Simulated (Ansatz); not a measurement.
# Metal on semiconductor: Si/AlP/CoSi2, part 5 of 5

Wanted: barrier heights, local density of states and T(E) for Si/AlP/CoSi2. The semiconductor is Si diamond(111), undoped, with its far face capped by hydrogen, and the metal is CoSi2 fluorite(111), with AlP zinc blende(111) between them (whole bilayers). After relaxation the nearest pair at the metal is Si–Al at 2.50 Å, along the normal. The common net has a side of 3.868 Å, which strains the semiconductor by +0.0 %, the layer between by -0.7 % and the metal by +2.1 %, against typed lattice constants near PBE's. The first steps treat the bulk crystals alone.

Ansatz 0.2.0; PBE DFT, plane waves, PAW files (the session's first sound run).

So far. Step 6 (The contact's transmission, atomic planes in the …): The semiconductor's channels close between -0.45 and +0.20 eV. In the worse lead the potential repeats within 30 meV, which the program flags as too much for a lead, so the lead is short or a field runs through it. Step 7 (T(E) from the semiconductor into the metal, atomic …): The semiconductor's channels close between -0.45 and +0.20 eV.

## (9) The first cell with another functional, cutoff 500 eV

This step: r2SCAN DFT, plane waves, PAW files; ballistic transmission by layer matching between semi-infinite leads (Ansatz 0.2.0).

System of this step: Si/AlP/CoSi2. The cell holds 52 atoms: 38 Si, 2 P, 2 Al, 9 Co and 1 H. Its edges and angles: a = 3.868 Å, b = 3.868 Å, c = 93.133 Å, α = 90.0°, β = 90.0°, γ = 120.0°. Regions: left electrode, 20 atoms (20 Si); barrier, 4 atoms (2 P and 2 Al); right electrode, 27 atoms (18 Si and 9 Co). Vacuum lies along c.

r2SCAN opens the gap somewhat, so the first cell is run again with it to see how the barriers share the change.

The input, input.yaml:

```yaml
crystal:
  lattice:
    - [3.868, 0.0, 0.0]
    - [-1.934, 3.3497862618, 0.0]
    - [0.0, 0.0, 93.1325872189]
  atoms:
    - { symbol: Si, position: [0.66666667, 0.33333333, 0.1664293934] }
    - { symbol: Si, position: [0.0, 0.0, 0.1749066464] }
    - { symbol: Si, position: [0.0, 0.0, 0.2003384054] }
    - { symbol: Si, position: [0.33333333, 0.66666667, 0.2088156583] }
    - { symbol: Si, position: [0.33333333, 0.66666667, 0.2342474173] }
    - { symbol: Si, position: [0.66666667, 0.33333333, 0.2427246703] }
    - { symbol: Si, position: [0.66666667, 0.33333333, 0.2681564292] }
    - { symbol: Si, position: [0.0, 0.0, 0.2766336822] }
    - { symbol: Si, position: [0.0, 0.0, 0.3020654411] }
    - { symbol: Si, position: [0.33333333, 0.66666667, 0.3105426941] }
    - { symbol: Si, position: [0.33333333, 0.66666667, 0.3359744531] }
    - { symbol: Si, position: [0.66666667, 0.33333333, 0.344451706] }
    - { symbol: Si, position: [0.66666667, 0.33333333, 0.369883465] }
    - { symbol: Si, position: [0.0, 0.0, 0.378360718] }
    - { symbol: Si, position: [0.0, 0.0, 0.4037924769] }
    - { symbol: Si, position: [0.33333333, 0.66666667, 0.4122697299] }
    - { symbol: Si, position: [0.33333333, 0.66666667, 0.4377014888] }
    - { symbol: Si, position: [0.66666667, 0.33333333, 0.4461787418] }
    - { symbol: Si, position: [0.66666667, 0.33333333, 0.4715577185] }
    - { symbol: Si, position: [0.0, 0.0, 0.4796315831] }
    - { symbol: P, position: [0.0, 0.0, 0.5041968395] }
    - { symbol: Al, position: [0.33333333, 0.66666667, 0.5129900937] }
    - { symbol: P, position: [0.33333333, 0.66666667, 0.5382930882] }
    - { symbol: Al, position: [0.66666667, 0.33333333, 0.5471635439] }
    - { symbol: Si, position: [0.66666667, 0.33333333, 0.5740571521] }
    - { symbol: Co, position: [0.0, 0.0, 0.5801947011] }
    - { symbol: Si, position: [0.33333333, 0.66666667, 0.5874728002] }
    - { symbol: Si, position: [0.0, 0.0, 0.6044912632] }
    - { symbol: Co, position: [0.33333333, 0.66666667, 0.612369774] }
    - { symbol: Si, position: [0.66666667, 0.33333333, 0.6202482848] }
    - { symbol: Si, position: [0.33333333, 0.66666667, 0.6372667477] }
    - { symbol: Co, position: [0.66666667, 0.33333333, 0.6451452586] }
    - { symbol: Si, position: [0.0, 0.0, 0.6530237694] }
    - { symbol: Si, position: [0.66666667, 0.33333333, 0.6700422323] }
    - { symbol: Co, position: [0.0, 0.0, 0.6779207432] }
    - { symbol: Si, position: [0.33333333, 0.66666667, 0.685799254] }
    - { symbol: Si, position: [0.0, 0.0, 0.7028177169] }
    - { symbol: Co, position: [0.33333333, 0.66666667, 0.7106962277] }
    - { symbol: Si, position: [0.66666667, 0.33333333, 0.7185747386] }
    - { symbol: Si, position: [0.33333333, 0.66666667, 0.7355932015] }
    - { symbol: Co, position: [0.66666667, 0.33333333, 0.7434717123] }
    - { symbol: Si, position: [0.0, 0.0, 0.7513502231] }
    - { symbol: Si, position: [0.66666667, 0.33333333, 0.7683686861] }
    - { symbol: Co, position: [0.0, 0.0, 0.7762471969] }
    - { symbol: Si, position: [0.33333333, 0.66666667, 0.7841257077] }
    - { symbol: Si, position: [0.0, 0.0, 0.8011441707] }
    - { symbol: Co, position: [0.33333333, 0.66666667, 0.8090226815] }
    - { symbol: Si, position: [0.66666667, 0.33333333, 0.8169011923] }
    - { symbol: Si, position: [0.33333333, 0.66666667, 0.8339196552] }
    - { symbol: Co, position: [0.66666667, 0.33333333, 0.8417981661] }
    - { symbol: Si, position: [0.0, 0.0, 0.8496766769] }
    - { symbol: H, position: [0.66666667, 0.33333333, 0.1503233231] }
kpoints:
  mp_grid: { grid: [8, 8, 1] }
scf:
  occupations: { method: fermi_dirac, width: 0.1 }
  max_iter: 150
hamiltonian:
  xc: r2scan
efield:
  axis: 3
  dipole_correction: true
output:
  transmission:
    kmesh: [12, 12]
    e_range: [-2.5, 2.5]
    de: 0.05
    leads: [[8, 10], [37, 40]]
  dos: { projected: true, e_range: [-6, 5], de: 0.05 }
  write_potential: true
  write_density: true
  volumetric_format: npy
```

The run is started by

```console
$ ansatz run input.yaml --threads 8 --pin off --max-ram 24576MiB --backend cpu --events-out ev --progress --plain --runs-dir out
```

Numbers of over 12 decimals in the logs are rounded to 6 here.

What it wrote:

```text
[...]
Crystal: 52 atoms, lattice volume = 1206.716 Å³
Basis set: ecut = 500 eV, 30429 PW (Γ), exchange–correlation on 120×120×2880 points (64 copies of the dense FFT grid, shifted against one another)
Bands: 213, of which v1, the nominal top of the filled ones, is band 161 counted from 1 (160 counted from 0)
Symmetry: 6 space group operations
[...]
k-points: 10 of 64 (time reversal used)
[...]
SCF iter   1: F=—  HF=-73093.706827 eV  |F-HF|=—  |Δ(HF+E_count)|=         —  Δρ=1.25e-2  dr2=1.91e1  dr2_τ=6.79e-1  ethr=1.77e-3  p=-0.062 e·Å  D=-9.24e-3 V/Å  ΔV_dip=0.86 eV  dr2_dipole=8.42e0  V_vac-E_F(+/−)=4.78/3.92 eV  ⟨swp⟩=9.0  Hψ=11748  notcnv=0  defer=124
[...]
SCF iter  19: F=-73094.344827 eV  HF=-73094.344827 eV  |F-HF|=6.11e-8  |Δ(HF+E_count)|=   3.21e-8  Δρ=7.03e-7  dr2=7.16e-8  dr2_τ=2.17e-10  ethr=3.11e-11  p=-0.065 e·Å  D=-9.79e-3 V/Å  ΔV_dip=0.91 eV  dr2_dipole=4.44e-10  V_vac-E_F(+/−)=5.11/4.20 eV  ⟨swp⟩=18.6  Hψ=10648  notcnv=0
SCF 1 converged in 19 iterations: F = -73094.344827 eV  dr2 = 7.16e-8
[...]
transmission: 120 of 1140 steps passed
transmission: 230 of 1140 steps passed
[...]
transmission: 1140 of 1140 steps passed
[...]
SCF converged after 19 iterations
Free energy (F): -73094.344827 eV
[...]
Internal energy: -73093.968322 eV  (E = F + TS)
E sigma→0 (E₀):  -73094.156574 eV
Entropy (-TS):   -0.376505 eV (-7.240 meV/atom)
Fermi energy:    4.949783 eV
Dipole field:    D = -0.009777 V/Å  (p = -0.065201 e·Å, saw-weighted, corrected)
Work function:   Φ+ = 5.1114 eV   Φ− = 4.2008 eV
[...]
--- Band table (eV; the first three rows and the last of 10) ---
  k-point 0: bands = [... 157 lower, 6.1883, 6.1978, 6.1978, 6.2838, 6.3652, 6.4173, 6.5739, 6.6820, ... 48 higher]
  k-point 1: bands = [... 157 lower, 5.9899, 6.0434, 6.1080, 6.2178, 6.4069, 6.4967, 6.5419, 6.5582, ... 48 higher]
  k-point 2: bands = [... 157 lower, 4.8436, 4.9377, 5.1637, 5.4920, 5.4929, 5.5764, 5.7463, 5.7974, ... 48 higher]
  k-point 9: bands = [... 157 lower, 4.1195, 4.2273, 4.3410, 4.4321, 4.4387, 4.4663, 4.4797, 4.9938, ... 48 higher]
--- Transmission ---
  basis      : 139 plane waves across, 60 finite elements along
  points     : 19, standing for a mesh of 12 x 12
[...]
channels       : 0.000000e0 a spin
[...]
slowest decay  : 0.1039 /Å at (0.4167, 0.0000)
[...]
channels       : 1.270833e0 a spin
[...]
slowest decay  : 0.0937 /Å at (0.4167, 0.0833)
  junction   : crystal 0 to crystal 1, 29.71 to 64.66 Å
    transmission   : 0.000000e0 a spin
[...]
```

The job ended after 5.9 min (8 threads of Arm Neoverse V2, shared host; peak memory 13 GiB; 44 min of CPU time).

This step gave:

| Property | Result |
| --- | --- |
| free energy | -73094.3448 eV |
| Fermi energy | 4.950 eV |
| potential step in the lower lead | 30.5 meV |
| potential step in the upper lead | 11 meV |
| work function, upper face | 5.111 eV |
| work function, lower face | 4.201 eV |
| dipole moment | -0.06520 e·Å |
| dipole field | -0.009777 V/Å |

One spin. The transmission, zone mean by energy, zero at the Fermi level:

| energy (eV) | transmission, zone mean |
| --- | --- |
| -2.400 | 0.191 |
| -2.200 | 0.0902 |
| -2.000 | 0.0610 |
| -1.800 | 0.0305 |
| -1.600 | 0.0228 |
| -1.400 | 0.00548 |
| -1.200 | 0.00194 |
| -1.000 | 0.00119 |
| -0.800 | 5.3e-4 |
| -0.600 | 0 |
| -0.400 | 0 |
| -0.200 | 0 |
| 0.000 | 0 |
| 0.200 | 0 |
| 0.400 | 0.00187 |
| 0.600 | 0.00564 |
| 0.800 | 0.00758 |
| 1.000 | 0.00971 |
| 1.200 | 0.00986 |
| 1.400 | 0.0276 |
| 1.600 | 0.0366 |
| 1.800 | 0.167 |
| 2.000 | 0.272 |
| 2.200 | 0.374 |
| 2.400 | 0.498 |

One spin. Table of open channels, zone mean by energy, zero at the Fermi level:

| energy (eV) | lower lead | upper lead |
| --- | --- | --- |
| -2.50 | 1.59 | 1.15 |
| -2.35 | 1.51 | 1.27 |
| -2.25 | 1.51 | 1.35 |
| -2.10 | 1.30 | 1.42 |
| -1.95 | 1.13 | 1.68 |
| -1.80 | 0.938 | 1.83 |
| -1.70 | 0.854 | 1.67 |
| -1.55 | 0.604 | 1.99 |
| -1.40 | 0.562 | 1.19 |
| -1.30 | 0.396 | 1.38 |
| -1.15 | 0.312 | 1.67 |
| -1.00 | 0.312 | 1.47 |
| -0.90 | 0.146 | 1.67 |
| -0.75 | 0.146 | 1.84 |
| -0.60 | 0 | 1.88 |
| -0.45 | 0 | 1.79 |
| -0.35 | 0 | 1.67 |
| -0.20 | 0 | 1.52 |
| -0.05 | 0 | 1.27 |
| 0.00 | 0 | 1.27 |
| 0.05 | 0 | 1.27 |
| 0.20 | 0.0417 | 1.23 |
| 0.35 | 0.125 | 0.979 |
| 0.45 | 0.208 | 0.979 |
| 0.60 | 0.333 | 0.979 |
| 0.75 | 0.5 | 0.896 |
| 0.90 | 0.667 | 0.694 |
| 1.00 | 0.75 | 0.611 |
| 1.15 | 0.917 | 0.597 |
| 1.30 | 1.15 | 0.556 |
| 1.40 | 1.32 | 0.472 |
| 1.55 | 1.49 | 0.431 |
| 1.70 | 1.90 | 0.632 |
| 1.80 | 1.99 | 0.757 |
| 1.95 | 2.15 | 0.882 |
| 2.10 | 2.28 | 1.13 |
| 2.25 | 2.33 | 1.22 |
| 2.35 | 2.08 | 1.30 |
| 2.50 | 1.78 | 1.59 |

Projected DOS an atom over height of the atomic layer and energy from the Fermi level. Layers: H Si Si Si Si Si Si Si Si Si Si Si Si Si Si Si Si Si Si Si Si P Al P Al Si Co Si Si Co Si Si Co Si Si Co Si Si Co Si Si Co Si Si Co Si Si Co Si Si Co Si; projections on atoms miss part of the total, and the computed bands can run out at the top of the range; a column is the mean of 4 neighbouring layers, the last of those left over.

Ten even steps from '_' (0.00 states/eV) to '@' (2.39 states/eV), each cell a mean:
```
__________________________
..........................
..::........::..::::::....
::::::::::::....______....
..::::::::................
::::::::::::..::::::::::..
..::::::::..____________..
__..........____________..
________..________________
____________......__......
____________....::....::::
____________--::==----==--
____________----++----**++
..........__++++@@++++@@==
..::::::::..--::==::::==--
::::::::::::::::::::::::::
::----::::--::::::::::::::
::::::::::--::--==--------
..::::::::::::----::::--::
::....::..::..............
________..::..............
__________......__......__
```
Columns: height of the atomic layer (Å) from 16.1 to 77.8 (not evenly spaced); rows upwards: energy from the Fermi level (eV) from -6 to 5.

The semiconductor's channels close between -0.65 and +0.20 eV. In the worse lead the potential repeats within 30 meV, which the program flags as too much for a lead, so the lead is short or a field runs through it.

## (10) Outcome

```
valence edge of the semiconductor lead against the Fermi level, 4 planes    : -0.45 eV
conduction edge of the semiconductor lead against the Fermi level, 4 planes : +0.20 eV
valence edge of the semiconductor lead against the Fermi level, 6 planes    : -0.45 eV
conduction edge of the semiconductor lead against the Fermi level, 6 planes : +0.20 eV
valence edge of the semiconductor lead against the Fermi level, 8 planes    : -0.45 eV
conduction edge of the semiconductor lead against the Fermi level, 8 planes : +0.20 eV
valence edge of the semiconductor lead against the Fermi level, r2SCAN      : -0.65 eV
conduction edge of the semiconductor lead against the Fermi level, r2SCAN   : +0.20 eV
```

The metal's Fermi level lies in the gap of the semiconductor, 0.20 eV under the first conduction channel and 0.45 eV over the last valence one, as read in the lead, away from the contact; bands can bend on the way there. The edges are read from the typed mesh and energy grid, to 0.05 eV at best; the semiconductor's potential still steps by 29 meV a period, so they depend on where the lead is cut. Adding 4 atomic planes to the layer under the metal moves the conduction edge by +0.00 eV, about one grid step or less. r2SCAN moves the edges to -0.65 and +0.20 eV, 0.85 eV apart on the grid against 0.65 eV. The semiconductor is undoped and only a few nanometres thick, with its far face capped by hydrogen. A semilocal functional narrows gaps, and the two barriers add up to the gap, so their sum is too small. No spin-orbit coupling, phonons, disorder or image charges enter; the interfaces are ordered, one cell wide and lattice-matched by strain. Semilocal gaps are too small, which can bring a band edge of the barrier nearer to the Fermi level than it is.

[Logs are printed without paths, hosts, clocks, repeated set-up lines and the standing remarks that a program may print on its own settings, such as how far it seeks lower states.]

[Hosts, paths, dates, database ids (printed as entryN), source tags and the programs' standing remarks are cut or masked in the printed files.]
